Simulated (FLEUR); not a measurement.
# BaTe under changes of volume

One of the cells (39.652 Å³/atom); the others are scaled copies at fixed shape and fractional positions:

```xyz
2
Lattice="0.0000 3.4100 3.4100 3.4100 0.0000 3.4100 3.4100 3.4100 0.0000" Properties=species:S:1:pos:R:3 pbc="T T T"
Ba    0.0000    0.0000    0.0000
Te    3.4100    3.4100    3.4100
```

* Program: FLEUR MaX-R8.1 (later development tree)
* Functional: PBE
* Potentials or basis: all-electron
* Basis: FLAPW
* Kmax: 4.1 1/bohr
* k mesh: 7 × 7 × 7
* Occupations: fermi-dirac, width 0.05 eV
* Spin: no spin polarisation

```csv
volume (Å³/atom),energy over the lowest point (meV/atom),gap on the mesh (eV)
37.273,117.46,1.32
38.066,86.04,1.38
38.859,59.97,1.43
39.652,?,?
40.445,22.00,1.52
41.238,9.19,1.57
42.031,0.00,1.61
```

Question: What does the run at 39.652 Å³/atom give?

Answer: Energy over the lowest point 38.79 meV/atom; gap on the mesh 1.48 eV.

Worked out: A Birch-Murnaghan fit of order 3 (a polynomial in V^(-2/3)) to the other rows has no minimum within the range. It gives 38.79 meV/atom at 39.652 Å³/atom, against the run's 38.79. A straight line through the other rows of the gap, of slope 2.39 eV per unit of ln V, gives 1.47 eV, against the run's 1.48.

Energies are extrapolated to zero smearing.

Caveats: spin-orbit coupling is left out, which moves the levels of the heavy elements; an odd mesh through Γ misses points on the zone boundary, where band edges often lie.
